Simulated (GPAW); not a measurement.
PbS (Galena):

```
Pb S
1.0
     0.00000    2.96575    2.96575
     2.96575    0.00000    2.96575
     2.96575    2.96575    0.00000
Pb S
1 1
Cartesian
  0.0000 0.0000 0.0000
  2.9657 2.9657 2.9657
```

| Quantity | Value |
| --- | --- |
| Program | GPAW 26.7.0 |
| Task | single point |
| Functional | PBE |
| Potentials or basis | GPAW PAW data sets (gpaw-data 1.2.1) |
| Cutoff | 600 eV |
| Basis | pw |
| k mesh | 8 × 8 × 8 |
| Occupations | fermi-dirac, width 0.05 eV |
| Spin | no spin polarisation |

On this cell: pressure 2.0 GPa; largest force zero by symmetry; band gap on the k mesh 0.31 eV, direct.

The same run follows on a disturbed copy (atoms moved at random, drawn with an rms of 0.05 Å):

```
Pb S
1.0
     0.00000    2.96575    2.96575
     2.96575    0.00000    2.96575
     2.96575    2.96575    0.00000
Pb S
1 1
Direct
  0.98849 0.01386 0.99772
  0.49387 0.50530 0.49704
```

Problem. What changes?

Solution. The energy moves by +0.1 meV/atom; pressure 2.0 GPa; largest force 0.013 eV/Å; band gap on the k mesh 0.31 eV, direct.

Forces on the atoms (eV/Å):
```
Pb  -0.011  0.005 -0.004
S    0.011 -0.006  0.004
```

Caveats: spin-orbit coupling is left out, which as a rule narrows the gap of such compounds by several tenths of an eV.

A k mesh can miss the band edges.
